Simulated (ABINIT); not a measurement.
# SiO2 (P6_322) in ABINIT: reference runs

Aim: a first look at SiO2 with PBE, on the cell as given.

All numbers are computed with ABINIT 10.8.3 (patched build); they aren't measurements. Logs are shortened: lines on timing, memory, paths and dates and some standing lists are left out, and cuts for length are marked. The log counts tension as positive stress, the text compression.

## (1) The crystal as given

It takes space group P6_322 (No. 182, hexagonal). Conventional cell: a = 5.069 Å, b = 5.069 Å, c = 8.558 Å, α = 90.00°, β = 90.00°, γ = 120.00°. Around Si (site symmetry 3) lie 4 O at 1.60 to 1.61 Å. Around O (site symmetry 2) lie 2 Si at 1.61 Å. Around O (site symmetry 32) lie 2 Si at 1.60 Å.

The cell comes from a database or a generator and needn't be the stable form of this composition.

## (2) Single point, PBE

run.abi

```
pp_dirpath "./"
pseudos "Si.GGA_PBE-JTH.xml, O.GGA_PBE-JTH.xml"

acell 9.5791613548 9.5791613547 16.1731993813
rprim
     1.0000000000     0.0000000000     0.0000000000
    -0.5000000000     0.8660254038     0.0000000000
     0.0000000000     0.0000000000     1.0000000000
ntypat 2
znucl 14 8
natom 12
typat 1 1 1 1 2 2 2 2 2 2 2 2
xred
     0.3333333333     0.6666666667     0.4371258000
     0.3333333333     0.6666666667     0.0628742000
     0.6666666667     0.3333333333     0.5628742000
     0.6666666667     0.3333333333     0.9371258000
     0.4212587450     0.0000000000     0.0000000000
     0.3333333333     0.6666666667     0.2500000000
     0.6666666667     0.3333333333     0.7500000000
     0.0000000000     0.5787412550     0.5000000000
     0.5787412550     0.5787412550     0.0000000000
     0.5787412550     0.0000000000     0.5000000000
     0.4212587450     0.4212587450     0.5000000000
     0.0000000000     0.4212587450     0.0000000000

ecut 23.0
pawecutdg 45.0
pawxcdev 0
pawovlp 30

kptopt 1
ngkpt 6 6 3
nshiftk 1
shiftk 0.0 0.0 0.0

ixc 11

nband 40
occopt 3
tsmear 0.05 eV

nstep 100
tolvrs 1.0e-9

iomode 3
prtwf 0
prtden 0
prteig 0
prtebands 0
enunit 2
```

Potentials or basis: JTH PAW PBE v2.0.

On the command line:

```bash
$ abinit run.abi > log 2>&1
```

run.abo:

```text
.Version 10.8.3 of ABINIT
 Symmetries : space group P6_3 2 2 (#182); Bravais hP (primitive hexag.)
================================================================================
 Values of the parameters that define the memory need of the present run
     intxc =       0    ionmov =       0      iscf =      17    lmnmax =       8
     lnmax =       4     mgfft =      72  mpssoang =       2    mqgrid =    4884
     natom =      12  nloc_mem =       2    nspden =       1   nspinor =       1
    nsppol =       1      nsym =      12    n1xccc =       1    ntypat =       2
    occopt =       3   xclevel =       2
       mpw =        6800          nfft =      145800          nkpt =          14
 PAW method is used; the additional fine FFT grid is defined by:
   mgfftf=       100    nfftf =    360000
================================================================================
================================================================================

--------------------------------------------------------------------------------
------------- Echo of variables that govern the present computation ------------
--------------------------------------------------------------------------------
 -outvars: echo values of preprocessed input variables --------
            acell      9.5791613548E+00  9.5791613547E+00  1.6173199381E+01 Bohr
              amu      2.80855000E+01  1.59994000E+01
             ecut      2.30000000E+01 Hartree
           enunit           2
              ixc          11
         kptrlatt        6    0    0      0    6    0      0    0    3
          kptrlen      4.85195981E+01
            natom          12
            nband          40
            ngfft          45      45      72
          ngfftdg          60      60     100
             nkpt          14
            nstep         100
             nsym          12
           ntypat           2
           occopt           3
        pawecutdg      4.50000000E+01 Hartree
          pawovlp      3.0000000000E+01
         pawxcdev           0
           prtden           0
        prtebands           0
           prteig           0
            prtwf           0
            rprim      1.0000000000E+00  0.0000000000E+00  0.0000000000E+00
                      -5.0000000000E-01  8.6602540380E-01  0.0000000000E+00
                       0.0000000000E+00  0.0000000000E+00  1.0000000000E+00
          spgroup         182
           tolvrs      1.00000000E-09
           tsmear      1.83746611E-03 Hartree
            typat      1  1  1  1  2  2  2  2  2  2  2  2
           useylm           1
           xangst      1.7639240791E-11  2.9266311721E+00  3.7411361473E+00
                       1.7639240791E-11  2.9266311721E+00  5.3810811980E-01
                       2.5345369426E+00  1.4633155861E+00  4.8173523869E+00
                       2.5345369426E+00  1.4633155861E+00  8.0203804144E+00
                       2.1353917031E+00  0.0000000000E+00  2.3754577567E-16
                       1.7639240791E-11  2.9266311721E+00  2.1396221335E+00
                       2.5345369426E+00  1.4633155861E+00  6.4188664006E+00
                      -1.4668410910E+00  2.5406432962E+00  4.2792442671E+00
                       1.4668410910E+00  2.5406432962E+00  2.3754577567E-16
                       2.9336821819E+00  0.0000000000E+00  4.2792442671E+00
                       1.0676958516E+00  1.8493034620E+00  4.2792442671E+00
                      -1.0676958516E+00  1.8493034620E+00  2.3754577567E-16
            xcart      3.3333334163E-11  5.5305313868E+00  7.0697227181E+00
                       3.3333334163E-11  5.5305313868E+00  1.0168769725E+00
                       4.7895806774E+00  2.7652656934E+00  9.1034766632E+00
                       4.7895806774E+00  2.7652656934E+00  1.5156322409E+01
                       4.0353054905E+00  0.0000000000E+00  4.4889645837E-16
                       3.3333334163E-11  5.5305313868E+00  4.0432998453E+00
                       4.7895806774E+00  2.7652656934E+00  1.2129899536E+01
                      -2.7719279321E+00  4.8011200135E+00  8.0865996907E+00
                       2.7719279322E+00  4.8011200135E+00  4.4889645837E-16
                       5.5438558643E+00  0.0000000000E+00  8.0865996907E+00
                       2.0176527453E+00  3.4946770668E+00  8.0865996907E+00
                      -2.0176527452E+00  3.4946770668E+00  4.4889645837E-16
             xred      3.3333333333E-01  6.6666666667E-01  4.3712580000E-01
                       3.3333333333E-01  6.6666666667E-01  6.2874200000E-02
                       6.6666666667E-01  3.3333333333E-01  5.6287420000E-01
                       6.6666666667E-01  3.3333333333E-01  9.3712580000E-01
                       4.2125874500E-01  0.0000000000E+00  2.7755575616E-17
                       3.3333333333E-01  6.6666666667E-01  2.5000000000E-01
                       6.6666666667E-01  3.3333333333E-01  7.5000000000E-01
                      -1.3719102600E-27  5.7874125500E-01  5.0000000000E-01
                       5.7874125500E-01  5.7874125500E-01  2.7755575616E-17
                       5.7874125500E-01  0.0000000000E+00  5.0000000000E-01
[... 235 lines left out ...]
 Eigenvalues (hartree) for nkpt=  14  k points:
 kpt#   1, nband= 40, wtk=  0.00926, kpt=  0.0000  0.0000  0.0000 (reduced coord)
  -0.73592   -0.72103   -0.68440   -0.66037   -0.65986   -0.65986   -0.65945   -0.65945
  -0.38082   -0.33516   -0.26250   -0.23505   -0.23374   -0.23374   -0.22659   -0.22659
  -0.13266   -0.11527   -0.11527   -0.10319   -0.10319   -0.09344   -0.09103   -0.09103
  -0.09003   -0.09003   -0.05102   -0.05102   -0.04620   -0.04437   -0.02203   -0.02203
   0.18433    0.26656    0.28454    0.30515    0.32417    0.32417    0.33787    0.35406
      occupation numbers for kpt#   1
   2.00000    2.00000    2.00000    2.00000    2.00000    2.00000    2.00000    2.00000
   2.00000    2.00000    2.00000    2.00000    2.00000    2.00000    2.00000    2.00000
   2.00000    2.00000    2.00000    2.00000    2.00000    2.00000    2.00000    2.00000
   2.00000    2.00000    2.00000    2.00000    2.00000    2.00000    2.00000    2.00000
   0.00000    0.00000    0.00000    0.00000    0.00000    0.00000    0.00000    0.00000
 prteigrs : prtvol=0 or 1, do not print more k-points.

 Fermi (or HOMO) energy (eV) =   3.01641   Average Vxc (eV)=  -7.82044
 Eigenvalues (   eV  ) for nkpt=  14  k points:
 kpt#   1, nband= 40, wtk=  0.00926, kpt=  0.0000  0.0000  0.0000 (reduced coord)
 -20.02527  -19.62011  -18.62356  -17.96969  -17.95580  -17.95580  -17.94442  -17.94442
 -10.36260   -9.12026   -7.14287   -6.39602   -6.36043   -6.36043   -6.16577   -6.16577
  -3.60979   -3.13653   -3.13653   -2.80790   -2.80790   -2.54253   -2.47695   -2.47695
  -2.44974   -2.44974   -1.38834   -1.38834   -1.25709   -1.20749   -0.59941   -0.59941
   5.01574    7.25334    7.74273    8.30346    8.82117    8.82117    9.19383    9.63451
 prteigrs : prtvol=0 or 1, do not print more k-points.

--- !EnergyTerms
iteration_state     : {dtset: 1, }
comment             : Components of total free energy in Hartree
kinetic             :  6.91605927614356E+01
hartree             :  6.87978310204439E+01
xc                  : -3.36924695191159E+01
Ewald energy        : -7.10931591095916E+01
psp_core            :  2.77188596245235E+00
local_psp           : -1.97472716479950E+02
PAW spherical_terms :  1.57621263280311E+01
internal            : -1.45765909036295E+02
'-kT*entropy'       :  5.01308324794154E-15
total_energy        : -1.45765909036295E+02
total_energy_eV     : -3.96649245228315E+03
...

--- !EnergyTermsDC
iteration_state     : {dtset: 1, }
comment             : '"Double-counting" decomposition of free energy'
band_energy         : -1.77574952651048E+01
Ewald energy        : -7.10931591095916E+01
psp_core            :  2.77188596245235E+00
xc_dc               : -6.43114946374785E+01
PAW spherical_terms :  4.62435848066561E+00
internal            : -1.45765904569057E+02
'-kT*entropy'       :  5.01308324794154E-15
total_energy_dc     : -1.45765904569057E+02
total_energy_dc_eV  : -3.96649233072342E+03
...

--- !EnergyTermsWithPAWCore
iteration_state     : {dtset: 1, }
comment             : 'Components of total free energy, including PAW core contributions'
Total energy        : -1.76285939422124E+03
Total energy DC     : -1.76285938975400E+03
Total energy (eV)   : -4.79698478735101E+04
Total energy DC (eV): -4.79698477519504E+04
...

 Cartesian components of stress tensor (hartree/bohr^3)
  sigma(1 1)= -8.32722793E-05  sigma(3 2)=  0.00000000E+00
  sigma(2 2)= -8.32722794E-05  sigma(3 1)=  0.00000000E+00
  sigma(3 3)= -8.24546072E-05  sigma(2 1)= -1.24974458E-14

-Cartesian components of stress tensor (GPa)         [Pressure=  2.4419E+00 GPa]
- sigma(1 1)= -2.44995504E+00  sigma(3 2)=  0.00000000E+00
- sigma(2 2)= -2.44995504E+00  sigma(3 1)=  0.00000000E+00
- sigma(3 3)= -2.42589830E+00  sigma(2 1)= -3.67687549E-10

== END DATASET(S) ==============================================================
================================================================================

 -outvars: echo values of variables after computation  --------
            acell      9.5791613548E+00  9.5791613547E+00  1.6173199381E+01 Bohr
           etotal     -1.4576590457E+02
            fcart      3.6140072416E-20 -3.6140105653E-20  1.6434841925E-04
                       3.6140072416E-20 -3.6140072416E-20 -1.6434841925E-04
                       3.6140058024E-20 -3.6140097344E-20 -1.6434841925E-04
                       3.6140072416E-20 -3.6140072416E-20  1.6434841925E-04
                      -2.5255333168E-03  1.5222280933E-14  2.2587544150E-21
                       3.6140072444E-20 -3.6140072432E-20  2.2587545482E-21
                       3.6140072416E-20 -3.6140072416E-20  2.2587545482E-21
                      -1.2627666584E-03  2.1871760105E-03  2.2587546814E-21
                       1.2627666584E-03  2.1871760105E-03  2.2587544150E-21
                       2.5255333168E-03 -1.5222353213E-14  2.2587544150E-21
                      -1.2627666584E-03 -2.1871760105E-03  2.2587544150E-21
                       1.2627666584E-03 -2.1871760105E-03  2.2587546814E-21
            rprim      1.0000000000E+00  0.0000000000E+00  0.0000000000E+00
                      -5.0000000000E-01  8.6602540380E-01  0.0000000000E+00
                       0.0000000000E+00  0.0000000000E+00  1.0000000000E+00
           strten     -8.3272279334E-05 -8.3272279365E-05 -8.2454607153E-05
                       0.0000000000E+00  0.0000000000E+00 -1.2497445770E-14
           xangst      1.7639240791E-11  2.9266311721E+00  3.7411361473E+00
                       1.7639240791E-11  2.9266311721E+00  5.3810811980E-01
                       2.5345369426E+00  1.4633155861E+00  4.8173523869E+00
                       2.5345369426E+00  1.4633155861E+00  8.0203804144E+00
                       2.1353917031E+00  0.0000000000E+00  2.3754577567E-16
                       1.7639240791E-11  2.9266311721E+00  2.1396221335E+00
                       2.5345369426E+00  1.4633155861E+00  6.4188664006E+00
                      -1.4668410910E+00  2.5406432962E+00  4.2792442671E+00
                       1.4668410910E+00  2.5406432962E+00  2.3754577567E-16
                       2.9336821819E+00  0.0000000000E+00  4.2792442671E+00
                       1.0676958516E+00  1.8493034620E+00  4.2792442671E+00
                      -1.0676958516E+00  1.8493034620E+00  2.3754577567E-16
             xred      3.3333333333E-01  6.6666666667E-01  4.3712580000E-01
                       3.3333333333E-01  6.6666666667E-01  6.2874200000E-02
                       6.6666666667E-01  3.3333333333E-01  5.6287420000E-01
                       6.6666666667E-01  3.3333333333E-01  9.3712580000E-01
                       4.2125874500E-01  0.0000000000E+00  2.7755575616E-17
                       3.3333333333E-01  6.6666666667E-01  2.5000000000E-01
                       6.6666666667E-01  3.3333333333E-01  7.5000000000E-01
                      -1.3719102600E-27  5.7874125500E-01  5.0000000000E-01
                       5.7874125500E-01  5.7874125500E-01  2.7755575616E-17
                       5.7874125500E-01  0.0000000000E+00  5.0000000000E-01
                       4.2125874500E-01  4.2125874500E-01  5.0000000000E-01
                       7.5051589682E-28  4.2125874500E-01  2.7755575616E-17
 Calculation completed.
```

It took 4.3 min on 1 thread of Arm Neoverse V2, shared host; peak memory 0.28 GiB.

Results:

```yaml
Free_energy: -3966.4923 eV
Pressure: 2.4 GPa
Largest_force: 0.130 eV/Å
Band_gap_on_the_k_mesh: 5.60 eV, indirect (least direct gap 5.62 eV)
```

Forces on the atoms (eV/Å):
```
Si   0.000  0.000  0.008
Si   0.000  0.000 -0.008
Si   0.000  0.000 -0.008
Si   0.000  0.000  0.008
O   -0.130  0.000  0.000
O    0.000  0.000  0.000
O    0.000  0.000  0.000
O   -0.065  0.112  0.000
O    0.065  0.112  0.000
O    0.130  0.000  0.000
O   -0.065 -0.112  0.000
O    0.065 -0.112  0.000
```

Caveat: an odd mesh through Γ misses points on the zone boundary, where band edges often lie; the atomic spheres overlap.
